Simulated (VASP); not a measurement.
YN, 2 atoms in the cell. The structure is cubic, space group Fm-3m (No. 225). Conventional cell: a = 4.877 Å, b = 4.877 Å, c = 4.877 Å, α = 90.00°, β = 90.00°, γ = 90.00°. Y (site symmetry m-3m) has 6 N at 2.44 Å as nearest neighbours. N (site symmetry m-3m) is surrounded by 6 Y at 2.44 Å. 

* Program: VASP 6.6.1
* Task: single point
* Functional: PBE
* Potentials or basis: VASP PAW PBE potentials, release 64 (Y_sv_GW, N_GW)
* Cutoff: 450 eV
* k mesh: 5 × 5 × 5
* Occupations: gaussian, width 0.02 eV
* Spin: no spin polarisation
* Further INCAR settings: ALGO = Fast; EDIFF = 1e-07

Potentials or basis: VASP PAW PBE potentials, release 64 (Y_sv_GW, N_GW).

Run with:

```sh
$ cat potpaw_PBE.64/Y_sv_GW/POTCAR potpaw_PBE.64/N_GW/POTCAR > POTCAR
$ mpirun -np 1 vasp_std > vasp.out
```

Hardware: 1 thread of Intel(R) Xeon(R) Platinum 8488C (Sapphire Rapids), with other jobs on the host.

Question: How long does it take, and how much memory?

Answer: Wall time 9 s on 1 thread of Intel(R) Xeon(R) Platinum 8488C (Sapphire Rapids), with other jobs on the host, peak memory 0.14 GiB. Counts: scf iterations 19, k points 10.
